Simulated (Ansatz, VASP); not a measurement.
# TaAs: VASP beside Ansatz

POSCAR

```
TaAs
1.0
    0.0000000000      2.4838517574      2.4838517574
    2.4838517574      0.0000000000      2.4838517574
    2.4838517574      2.4838517574      0.0000000000
Ta As
1 1
Direct
    0.5000000000      0.5000000000      0.5000000000
    0.0000000000      0.0000000000      0.0000000000
```

INCAR.step1

```
SYSTEM = TaAs
  PREC = Accurate
  ENCUT = 600
  ISMEAR = 0
  SIGMA = 0.1
  LREAL = .FALSE.
  LASPH = .TRUE.
  NELM = 100
  GGA = PE
  ALGO = Normal
  EDIFF = 1E-4
  LWAVE = .TRUE.
  LCHARG = .FALSE.
```

Contents of INCAR.step2:

```
SYSTEM = TaAs
  PREC = Accurate
  ENCUT = 600
  EDIFF = 1E-7
  ISMEAR = 0
  SIGMA = 0.1
  LREAL = .FALSE.
  LASPH = .TRUE.
  NELM = 100
  ALGO = Normal
  ISIF = 3
  LWAVE = .FALSE.
  LCHARG = .FALSE.
  METAGGA = R2SCAN
  LMIXTAU = .TRUE.
  IBRION = 2
  NSW = 80
  EDIFFG = -0.05
  ISTART = 1
```

File KPOINTS:

```
regular mesh
0
G
  8 8 8
  0 0 0
```

Input for Ansatz:

```yaml
crystal:
  lattice:
    - [0.0, 2.4838517578, 2.4838517578]
    - [2.4838517578, 0.0, 2.4838517578]
    - [2.4838517578, 2.4838517578, 0.0]
  atoms:
    - { symbol: Ta, position: [0.5, 0.5, 0.5] }
    - { symbol: As, position: [0.0, 0.0, 0.0] }
basis:
  ecutwfc: 500
kpoints:
  mp_grid: { grid: [8, 8, 8] }
hamiltonian:
  xc: r2scan
scf:
  occupations: { method: gaussian, width: 0.1 }
output:
  forces: true
  stress: true
  eigenvalues: true
relax:
  adjacent_minimum: "off"
  f_tol: 0.05
  max_steps: 60
  cell: { stress_tol: 0.5 }
```

Alike in both runs: task relaxation of cell and atoms; functional r2SCAN; k mesh 8 × 8 × 8; occupations gaussian, width 0.1 eV; no spin polarisation.

|  | VASP | Ansatz |
| --- | --- | --- |
| version | VASP 6.6.1 | Ansatz 0.2.0 |
| potentials or method | VASP PAW PBE potentials, release 64 (Ta_pv, As) | scalar-relativistic, plane waves, PAW |
| plane-wave cutoff (eV) | 600 | 500 |
| valence electrons in the cell | 16 | 28 |

Ansatz gave:

- gap on the k mesh at the Fermi level, each at its own relaxed structure (eV): none
- relaxed volume (Å³/atom): 17.98
- relaxed cell length with the largest relative difference (Å): 3.705
- energy change over the relaxation (meV/atom): -271

**Question.** Which values does VASP return?

**Answer.** gap on the k mesh at the Fermi level, each at its own relaxed structure (eV): none; relaxed volume (Å³/atom): 18.04; relaxed cell length with the largest relative difference (Å): 3.709; energy change over the relaxation (meV/atom): -284.

A gap of «none» marks a metal or a gap that the smearing closes. The two sets of potentials don't hold the same shells in valence.

Caveats: the volume moved by over 15 % at a fixed basis, so the end points are rough (VASP); the bands computed are all filled at some k points, so no gap is given; the PAW data sets were made with another functional, which shifts forces and pressure a little (VASP). Zero-point motion and thermal expansion aren't in these numbers. The runs have no spin-orbit coupling, so splittings on Ta are missing.
